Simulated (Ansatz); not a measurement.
A relaxation computed with Ansatz, from input to last step.

```yaml
crystal:
  lattice:
    - [4.976436, 0.362332, 0.017997]
    - [0.362332, 4.827147, -0.142361]
    - [0.017997, -0.142361, 4.675699]
  atoms:
    - { symbol: Mg, position: [0.9964617097, 0.4537398283, 0.8355593713] }
    - { symbol: Mg, position: [0.3375878695, 0.1438640569, 0.1715271311] }
    - { symbol: Mg, position: [0.7365082747, 0.0751599723, 0.5533994482] }
    - { symbol: Mg, position: [0.1561488593, 0.6756021899, 0.3627011262] }
    - { symbol: Mg, position: [0.4687567777, 0.6623917032, 0.8298312914] }
    - { symbol: O, position: [0.3429532386, 0.0871500777, 0.605407959] }
    - { symbol: O, position: [0.5803225877, 0.7670327787, 0.2336157938] }
    - { symbol: O, position: [0.9292279627, 0.3740746149, 0.424434563] }
    - { symbol: O, position: [0.09190322, 0.8814890876, 0.9839668481] }
    - { symbol: O, position: [0.6777403366, 0.2620580827, 0.941348926] }
  symmetry: { detect: false }
basis:
  ecutwfc: 420
kpoints:
  mp_grid: { grid: [2, 2, 2], shift: [0.5, 0.5, 0.5] }
hamiltonian:
  xc: pbe
scf:
  occupations: { method: gaussian, width: 0.1 }
  lower_state_search: "off"
output:
  forces: true
  stress: true
  eigenvalues: true
relax:
  adjacent_minimum: "off"
  f_tol: 0.04
  max_steps: 70
  cell: { stress_tol: 0.3 }
```

```bash
ansatz run input.yaml --threads 2 --pin off --max-ram 5120MiB --backend cpu --events-out ev --progress --plain --runs-dir out
```

Theory: DFT PBE, scalar-relativistic, plane waves, PAW in Ansatz.

Of 25 frames 10 are shown, positions in Å and forces in eV/Å; the SCF threshold varies from step to step. Steps run on the plane waves of an earlier cell, with a Pulay correction in the pressure. The basis is chosen afresh for the last frame, the zero of the energies, and can be on the way; energy and pressure step there, also at an unchanged geometry. Here that happened at steps 19 (-69 meV/atom, 6.2 GPa), 23 (-2 meV/atom, 0.4 GPa); the frames before carry an error of that size.

```xyz
10
Lattice="4.9764 0.3623 0.0180 0.3623 4.8271 -0.1424 0.0180 -0.1424 4.6757" Properties=species:S:1:pos:R:3:forces:R:3 pbc="T T T" step=1 free_energy_over_end_meV_per_atom=1334.84 pressure_GPa=5.71
Mg    5.1383    2.4324    3.8602   -1.3790   -1.2230    0.7650
Mg    1.7352    0.7924    0.7876    1.0140   -1.5960   -0.0830
Mg    3.7024    0.5509    2.5901   -0.6510    0.2720   -0.2250
Mg    1.0284    3.2662    1.6025    0.2210    1.6390   -1.2590
Mg    2.5877    3.2492    3.7942    1.0180    0.7160    1.2340
O     1.7492    0.4588    2.8245   -0.5630    0.0190    0.2700
O     3.1701    3.8796    0.9936   -0.4010    0.3480    0.1570
O     4.7674    2.0820    1.9480    1.6710    1.7020   -0.1570
O     0.7945    4.1483    4.4769   -0.1400   -3.6210   -0.2430
O     3.4846    1.3765    4.3764   -0.7890    1.7430   -0.4600
10
Lattice="5.2659 0.0933 0.3836 0.1041 4.9432 -0.3079 0.3852 -0.3397 4.5037" Properties=species:S:1:pos:R:3:forces:R:3 pbc="T T T" step=4 free_energy_over_end_meV_per_atom=823.85 pressure_GPa=1.35
Mg    5.6152    1.8184    4.1412   -0.0060   -0.5680    0.5560
Mg    1.8438    0.5788    0.8087   -0.3730    0.6680   -0.6440
Mg    3.8467    0.4793    2.5033   -0.2890    0.1360   -0.9300
Mg    1.1569    3.4153    1.6043    0.2010    0.3240    1.0760
Mg    3.0563    2.9783    3.7624    0.4320   -0.7270    0.1130
O     1.8337    0.4130    2.8731   -0.7850    0.8280    0.5290
O     3.1551    3.8819    1.0614    0.1430    0.2020    0.3940
O     5.2991    1.9094    2.1057    0.0370    0.1430   -0.6110
O     1.1573    3.5047    4.2373    0.6010   -0.7660   -0.5460
O     3.7832    1.1624    4.3529    0.0380   -0.2400    0.0630
10
Lattice="5.3902 -0.0661 0.5647 -0.0599 5.1317 -0.4203 0.5720 -0.4800 4.1255" Properties=species:S:1:pos:R:3:forces:R:3 pbc="T T T" step=6 free_energy_over_end_meV_per_atom=567.89 pressure_GPa=1.72
Mg    5.8252    1.5369    4.0598   -0.5210    0.4880    0.3920
Mg    1.7591    0.5511    0.6669   -1.0530    0.3250   -0.7790
Mg    3.8656    0.4298    2.2089    0.3530    0.1410   -0.4750
Mg    1.2187    3.5604    1.6094    0.0060    0.1080    1.2200
Mg    3.3333    2.7519    3.4616    0.4510   -0.2330   -0.4170
O     1.7830    0.4769    2.6953    0.3360   -0.1480    0.0480
O     3.1862    3.9013    1.0779    0.2420   -0.4480    0.4880
O     5.4190    1.8392    2.0065   -0.2240   -0.0610   -0.2130
O     1.4429    3.3180    3.7668    0.4850    0.4730   -0.6490
O     3.9659    0.9214    4.1206   -0.0750   -0.6440    0.3840
10
Lattice="5.3500 -0.1092 0.7731 -0.1234 5.3193 -0.6571 0.7886 -0.7384 3.8849" Properties=species:S:1:pos:R:3:forces:R:3 pbc="T T T" step=9 free_energy_over_end_meV_per_atom=339.42 pressure_GPa=-1.31
Mg    5.7570    1.5355    4.0869   -0.3770    0.0940    0.1420
Mg    1.4511    0.6612    0.5912   -0.1940    0.2250    0.1400
Mg    3.7926    0.2235    2.0425    0.0580    0.1330    0.1350
Mg    1.4140    3.6661    1.4734   -0.0730   -0.0870    0.1150
Mg    3.7235    2.9278    2.9217    0.0450    0.6930   -0.0620
O     1.7527    0.3097    2.5613    0.1700    0.0840   -0.0540
O     3.4436    3.6306    1.0114    0.0130   -0.2310   -0.1860
O     5.3249    1.9167    2.1511    0.1430    0.0030   -0.1010
O     1.7936    3.2353    3.4195    0.0500    0.0900   -0.1850
O     4.1411    0.2379    4.0559    0.1650   -1.0030    0.0560
10
Lattice="5.2056 -0.0594 0.7718 -0.0826 5.2821 -0.7477 0.7917 -0.8250 3.8906" Properties=species:S:1:pos:R:3:forces:R:3 pbc="T T T" step=12 free_energy_over_end_meV_per_atom=248.63 pressure_GPa=0.29
Mg    5.5436    1.4915    4.0699    0.2150   -0.1010   -0.0760
Mg    1.4857    0.8077    0.6192    0.4020    0.1220   -0.0080
Mg    3.8372    0.1038    2.0311    0.2100   -0.1200   -0.1900
Mg    1.2912    3.7301    1.4463   -0.2580    0.2480    0.0800
Mg    3.6350    3.0914    2.8439   -0.3870   -0.8660    0.0610
O     1.9030    0.4324    2.5684    0.3150    0.1980    0.0370
O     3.2200    3.4061    0.8913   -0.3890   -0.1820    0.0270
O     5.1683    1.9051    2.1198   -0.0860   -0.1000    0.0240
O     1.6474    3.3156    3.3883   -0.3180    0.2460    0.3590
O     4.2921   -0.3527    3.9663    0.2960    0.5560   -0.3150
10
Lattice="5.0626 -0.0520 0.8272 -0.0819 5.2084 -0.7681 0.8446 -0.8467 3.8880" Properties=species:S:1:pos:R:3:forces:R:3 pbc="T T T" step=14 free_energy_over_end_meV_per_atom=136.67 pressure_GPa=-0.47
Mg    5.4590    1.4321    4.1037    0.2280   -0.0590   -0.0020
Mg    1.6587    0.9842    0.6507    0.6380    0.4090   -0.1050
Mg    3.9674   -0.0703    1.9791    0.1110   -0.1220   -0.5710
Mg    1.0825    3.8557    1.5309    0.0120    0.0530    0.2840
Mg    3.3879    2.8158    2.8767   -0.5880   -0.5410   -0.3180
O     2.1452    0.6075    2.5839    0.0770    0.1200    0.0910
O     2.9112    3.1461    0.9004   -0.2480   -0.0700    0.1410
O     5.0475    1.8410    2.1529   -0.0540    0.1210    0.1000
O     1.4652    3.4666    3.4886    0.3160   -0.0940    0.3060
O     4.4559   -0.5597    3.8671   -0.4910    0.1840    0.0740
10
Lattice="5.0201 -0.2065 0.8406 -0.2216 5.0213 -0.8017 0.8631 -0.8736 3.9563" Properties=species:S:1:pos:R:3:forces:R:3 pbc="T T T" step=17 free_energy_over_end_meV_per_atom=93.38 pressure_GPa=0.22
Mg    5.3954    1.1834    4.1674    0.0000   -0.0010    0.0000
Mg    1.7368    1.0016    0.6583    0.0040    0.0030    0.0000
Mg    3.9620   -0.2595    1.9462    0.0000   -0.0010    0.0000
Mg    0.9455    3.7064    1.5916    0.0010    0.0000    0.0000
Mg    3.1707    2.4452    2.8795   -0.0030   -0.0030    0.0000
O     2.1689    0.5652    2.6364   -0.0030   -0.0020    0.0000
O     2.7387    2.8815    0.9013    0.0020    0.0030    0.0010
O     4.9638    1.6201    2.1892    0.0000    0.0000    0.0000
O     1.3770    3.2698    3.5698    0.0000    0.0000    0.0000
O     4.3938   -0.6966    3.9243   -0.0010    0.0000    0.0000
10
Lattice="5.0852 -0.3163 0.9130 -0.3300 5.0887 -0.8811 0.9405 -0.9572 4.0054" Properties=species:S:1:pos:R:3:forces:R:3 pbc="T T T" step=20 free_energy_over_end_meV_per_atom=3.03 pressure_GPa=1.50
Mg    5.4817    1.0315    4.2464   -0.0020    0.0010    0.0000
Mg    1.7446    0.9699    0.6704   -0.0050   -0.0040    0.0000
Mg    4.0322   -0.3663    2.0126    0.0010   -0.0010    0.0030
Mg    0.9051    3.7031    1.5616    0.0000    0.0010   -0.0010
Mg    3.1928    2.3665    2.9038    0.0050    0.0090    0.0000
O     2.2148    0.4914    2.6732   -0.0060   -0.0070    0.0000
O     2.7227    2.8455    0.9012    0.0040    0.0070    0.0000
O     5.0113    1.5102    2.2437    0.0010    0.0010   -0.0010
O     1.3756    3.2243    3.5645   -0.0040    0.0030   -0.0040
O     4.5019   -0.8442    4.0154    0.0080   -0.0090    0.0030
10
Lattice="5.1076 -0.3442 0.9309 -0.3576 5.1124 -0.9007 0.9596 -0.9781 4.0179" Properties=species:S:1:pos:R:3:forces:R:3 pbc="T T T" step=22 free_energy_over_end_meV_per_atom=2.22 pressure_GPa=-0.01
Mg    5.5084    0.9963    4.2662    0.0000    0.0000    0.0000
Mg    1.7477    0.9628    0.6735    0.0000    0.0000    0.0000
Mg    4.0541   -0.3930    2.0296    0.0000    0.0000    0.0000
Mg    0.8954    3.7078    1.5541    0.0000    0.0000    0.0000
Mg    3.2019    2.3520    2.9101    0.0000    0.0010    0.0000
O     2.2274    0.4738    2.6825    0.0010    0.0000    0.0000
O     2.7221    2.8412    0.9012    0.0000   -0.0010    0.0000
O     5.0286    1.4854    2.2573    0.0000    0.0000    0.0000
O     1.3752    3.2188    3.5630    0.0000    0.0010    0.0000
O     4.5339   -0.8820    4.0386    0.0010   -0.0010    0.0000
10
Lattice="5.1129 -0.3512 0.9352 -0.3644 5.1162 -0.9055 0.9642 -0.9831 4.0227" Properties=species:S:1:pos:R:3:forces:R:3 pbc="T T T" step=25 free_energy_over_end_meV_per_atom=0.00 pressure_GPa=0.03
Mg    5.5147    0.9867    4.2727    0.0000    0.0000    0.0000
Mg    1.7485    0.9607    0.6745    0.0000    0.0000    0.0000
Mg    4.0593   -0.3997    2.0342    0.0000    0.0000    0.0000
Mg    0.8929    3.7074    1.5532    0.0000    0.0000    0.0000
Mg    3.2038    2.3470    2.9130    0.0000    0.0000    0.0000
O     2.2306    0.4692    2.6859    0.0000    0.0000    0.0000
O     2.7217    2.8386    0.9016    0.0000    0.0000    0.0000
O     5.0325    1.4783    2.2613    0.0000    0.0000    0.0000
O     1.3750    3.2159    3.5646    0.0000    0.0000    0.0000
O     4.5414   -0.8912    4.0456    0.0000    0.0000    0.0000
```

It took 110 s on 2 threads of Intel(R) Xeon(R) Processor @ 2.50GHz (Skylake/Cascade Lake) (shared host), peak memory 0.37 GiB.

The k mesh is coarse.